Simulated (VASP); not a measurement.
A run of VASP 6.6.1 is set up as follows.

Contents of INCAR:

```
SYSTEM = Au
  PREC = Accurate
  ENCUT = 520
  EDIFF = 1E-6
  ISMEAR = 0
  SIGMA = 0.1
  LREAL = .False.
  LASPH = .True.
  NELM = 100
  ALGO = Fast
  ISIF = 2
  LWAVE = .False.
  LCHARG = .False.
  GGA = PE
  NBANDS = 42
```

File KPOINTS:

```
regular mesh
0
Gamma
  3 3 4
  0 0 0
```

POSCAR

```
Au
1.0
    5.0282798589      0.0000000000      0.0000000000
   -2.5141399295      4.3546180951      0.0000000000
    0.0000000000      0.0000000000      4.9529122860
Au
6
Direct
    0.0000000000      0.3333402082      0.2500000000
    0.0000000000      0.6666597918      0.7500000000
    0.3333402082      0.0000000000      0.2500000000
    0.3333402082      0.3333402082      0.7500000000
    0.6666597918      0.0000000000      0.7500000000
    0.6666597918      0.6666597918      0.2500000000
```

Potentials or basis: VASP PAW PBE potentials, release 64 (Au).

Command:

```bash
$ cat potpaw_PBE.64/Au/POTCAR > POTCAR
$ mpirun -np 1 vasp_std > vasp.out
```

Problem. What does it give for the band gap on the k mesh?

Solution. None (metal or under the smearing width).

Problem. Estimate the pressure.

Solution. -0.3 GPa.

Stress tensor (GPa, compression positive):
```
-0.29  0.00  0.00
 0.00 -0.29  0.00
 0.00  0.00 -0.19
```

Caveat: the k mesh is coarse (spacing up to 0.48 Å⁻¹), so the values aren't converged. Spin-orbit coupling is left out, which matters for the levels of Au.
